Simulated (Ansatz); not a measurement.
Energy landscape near a Ba structure

The calculation used Ansatz, DFT PBE, scalar-relativistic, plane waves, PAW.

Plane waves to 420 eV, a k mesh through Γ of 10×10×10 on the computed 1-atom cell and Gaussian smearing (0.10 eV); no spin polarisation.

Reference cell:

```
Ba
1.0
     0.00000    3.23267    3.23267
     3.23267    0.00000    3.23267
     3.23267    3.23267    0.00000
Ba
1
Cartesian
  0.0000 0.0000 0.0000
```

Each variant moves atoms of this cell by the vectors given, if any (Å), and then applies a symmetric strain (tensor components, Cartesian axes). The reference cell isn't relaxed at this level. Energies are per atom at zero smearing, counted from the lowest variant. Pressure is positive in compression.

1. strain (xx yy zz yz xz xy, %) -0.45 -2.95 -0.75 0.92 -3.00 -2.39
2. strain (xx yy zz yz xz xy, %) 3.61 1.64 2.57 -0.12 0.34 -0.10
3. strain (xx yy zz yz xz xy, %) 0.13 -0.52 -0.34 0.24 -0.05 -0.50

| result | ΔE (meV/atom) | P (GPa) |
| --- | --- | --- |
| A | 22.2 | -0.88 |
| B | 10.4 | -0.04 |
| C | 0.0 | -0.30 |

Q: Which variant gave which result?

A: A is 2, B is 1, C is 3. The pressure falls as the cell grows: from the smallest volume to the largest the variants are 1, 3, 2.

This fcc form isn't the element's structure at ambient conditions.